Question: I have Wannier functions for polar BaTiO₃, that is, localised orbitals built from the oxygen 2p bands. Five of the nine have lost their row numbers. The functions were numbered oxygen by oxygen, three to each: 1–3 belong to the oxygen at x = 0, 4–6 to the one at negative y, and 7–9 to the one at positive y. Can the numbers be recovered from the values, and are these functions atomic orbitals or bonds?

Ansatz 0.2.0, PBE with PAW and a 420 eV plane-wave cutoff: maximally localised Wannier functions for non-magnetic BaTiO₃ (Amm2, r2SCAN-relaxed cell), started from O 2p trial orbitals. The k mesh is 6×6×6 for the PBE calculation and 4×4×4 for the Wannier functions. On-site energies are counted from the valence-band top; x, y and z are the Cartesian centres. Candidates: 8, 5, 7, 1, 9.

```
row  function spread (angstrom^2)  function on site (eV)  function x (Å)  function y (Å)  function z (Å)
  A                         1.466                 -1.601           0.000           0.000           2.819
  B                         1.463                 -1.753           1.982          -1.316           4.167
  C                         1.463                 -1.753           1.982           1.316           4.167
  D                         1.199                 -2.816           1.982           1.344           4.206
  E                         1.479                 -1.788           1.982           1.323           4.171
```

For reference, with positions as (x, y, z) in Å, titanium sits at (1.98, 0, 3.01). The three oxygens sit at (0, 0, 2.82), (1.98, −1.39, 4.24) and (1.98, 1.39, 4.24).

Answer: Start with the positions, because they settle the most. The columns function x, y and z give the centre of each function, which is the average position of an electron in it. A is centred at x = 0, so it belongs to the first oxygen, and the only candidate there is 1. B is the only function at negative y, and the only candidate there is 5. Both assignments are sure. C, D and E all sit on the third oxygen and share the numbers 7, 8 and 9.

Energy tells these three apart in kind. The function on-site value is the average energy of an electron in the function, counted from the top of the filled bands. D lies about 1 eV deeper than C and E. It is also more compact: its spread, the mean square distance of the electron from the centre, is 1.20 Å², against nearly 1.5 Å² for the other two.

An oxygen has three p orbitals, and here each oxygen lies between two titanium ions. One p orbital can point along the Ti–O line (called σ), while the other two lie across it (called π). A filled oxygen level that couples with strength t to an empty titanium 3d level, higher by an energy Δ, is pushed down by roughly

lowering ≈ t²/Δ

The coupling is strongest head-on, so the σ function should be the deepest. The positive titanium ions also attract an electron more when its orbital points at them. Both effects lower the σ function, and the on-site energy alone does not tell how much each contributes. D is therefore the σ function, and C and E are the π functions.

Hydrogen fluoride shows the same pattern in a simpler form. One fluorine 2p orbital points at the hydrogen and is lowered by bonding, while the other two stay higher as lone pairs. The comparison stops there, because the lone pairs of HF find no valence partner on hydrogen, whereas the π functions of BaTiO₃ can still mix with titanium 3d orbitals.

Knowing the kind of a function does not give its number. The order of the three functions on one atom is bookkeeping, so 7, 8 and 9 remain ambiguous. It is tempting to call C number 8, because C is the mirror image of B, which is number 5, the middle one of its oxygen. That would assume that the order repeats from atom to atom. The full table shows whether it does.

The rows with their labels:

```
row  function spread (angstrom^2)  function on site (eV)  function x (Å)  function y (Å)  function z (Å)
  1                         1.466                 -1.601           0.000           0.000           2.819
  2                         1.213                 -2.812           0.000           0.000           2.835
  3                         1.466                 -1.601           0.000           0.000           2.819
  4                         1.479                 -1.788           1.982          -1.323           4.171
  5                         1.463                 -1.753           1.982          -1.316           4.167
  6                         1.199                 -2.816           1.982          -1.344           4.206
  7                         1.199                 -2.816           1.982           1.344           4.206
  8                         1.463                 -1.753           1.982           1.316           4.167
  9                         1.479                 -1.788           1.982           1.323           4.171
```

A is 1 and B is 5, as deduced. C is 8, D is 7 and E is 9. The tempting guess for C was right, but its reason was wrong: the σ function comes last on the second oxygen (row 6) and first on the third (row 7). The order does not repeat.

The full table also supports the reading of D as σ. On the first oxygen, rows 1 and 3 have equal energies and spreads, and in the unrounded output their centres lie a trace to either side of the plane y = 0. They are thus mirror images in that plane. The crystal also has a mirror plane at x = 0, which leaves each of these centres in place. If the set of functions keeps the crystal's symmetry, as the paired values indicate, this mirror turns each of the two functions into itself, up to a sign. Neither can then mix the p orbital along x with the other two. Rows 1 and 3 are therefore mixtures of the p orbitals along y and z. Row 2 must then be the p orbital along x, which is the direction of the Ti–O–Ti line. Symmetry thus identifies row 2 as σ without using its energy, and it is the deep, compact function of its oxygen. Row 7 matches it closely in both energy and spread.

That leaves your second question, atom or bond. If these were pure oxygen 2p orbitals, their centres would sit on the nuclei. If they were evenly shared bonds, the centres would lie near the midpoints of the short Ti–O bonds. For rows 4–9 the first picture misses by about 0.09 Å and the second by 0.84 Å (root mean square). The functions are atom-centred, with a small lean towards the nearer titanium. The printed analysis below compares both pictures, neither of which has an adjustable number.

The lean comes from the polar distortion. The second and third oxygens each have one short bond of about 1.86 Å and one long bond of about 2.20 Å (both from the rounded positions), pointing in nearly opposite directions. Suppose that a function has a weight w on each titanium, at distance d, and the rest on oxygen. Leaving out the overlap between the atoms, its centre moves from the oxygen towards the near titanium by

shift ≈ w(near) · d(near) − w(far) · d(far)

With two equal bonds in opposite directions the terms cancel. This is why symmetry allows no shift along x on the first oxygen.

Take C as a worked case. Its centre has moved from the oxygen towards titanium by 1.39 − 1.316 = 0.074 Å in y and by 4.24 − 4.167 = 0.073 Å in z, which makes about 0.10 Å in all. Divided by the short bond of 1.86 Å, this is roughly one twentieth. By the formula, the near titanium carries at least this share of the function, because any weight on the far titanium pulls the centre back and has to be made up. It is only a rough figure, because a distortion of the oxygen orbital itself would also move the centre.

One result runs against a simple expectation. The σ functions couple head-on, yet in rows 4–9 they lean less than the π functions, by about 0.06 Å against 0.10 Å. The formula shows why this is no contradiction: the shift measures the imbalance between the two bonds, not the total amount of bonding. Why the π functions lean further is open. One possibility, untested here, is that the titanium 3d levels that mix with π functions lie closer in energy to oxygen 2p and so respond more strongly to the distortion.

For reading such a list in practice, let the centre name the atom, let energy and spread suggest the kind of orbital and symmetry confirm it, and let the offset from the nucleus hint at which neighbour has the larger share. No offset does not mean no sharing, because two equal neighbours on opposite sides cancel. Do not read an orientation from the row number unless you have checked that the order repeats. And do not take the on-site energies as levels of a bare oxygen ion, because these functions already carry some titanium 3d character.

Numerical output:

```
Centre relative to its oxygen in angstrom:
  row  nearest Ti-O  distance from O  part towards Ti  part across bond
    1         1.989            0.001       -9.552e-05         0.0009954
    2         1.989            0.015         0.001433           0.01493
    3         1.989            0.001       -9.552e-05         0.0009954
    4         1.856          0.09618           0.0959          0.007273
    5         1.856           0.1039           0.1038           0.00563
    6         1.856           0.0572          0.05698          0.005021
    7         1.856           0.0572          0.05698          0.005021
    8         1.856           0.1039           0.1038           0.00563
    9         1.856          0.09618           0.0959          0.007273
Short Ti-O bond of the second and third oxygen (angstrom): 1.856
Long Ti-O bond of the same oxygens (angstrom): 2.204
Rows 4-9, rms miss if centres sat on the nucleus (angstrom): 0.08818
Rows 4-9, rms miss if centres sat at the short-bond midpoint (angstrom): 0.8427
Rows 4-9, mean shift towards Ti, pi functions (angstrom): 0.09985
Rows 4-9, mean shift towards Ti, sigma functions (angstrom): 0.05698
Same shift as percent of the short bond, pi: 5.38
Same shift as percent of the short bond, sigma: 3.07
First oxygen, sigma below mean pi on-site energy (eV): 1.211
Other oxygens, sigma below mean pi on-site energy (eV): 1.045
First oxygen, pi spread less sigma spread (angstrom^2): 0.253
Other oxygens, mean pi spread less sigma spread (angstrom^2): 0.272
Pi on-site energy, first oxygen less mean of the others (eV): 0.1695
```
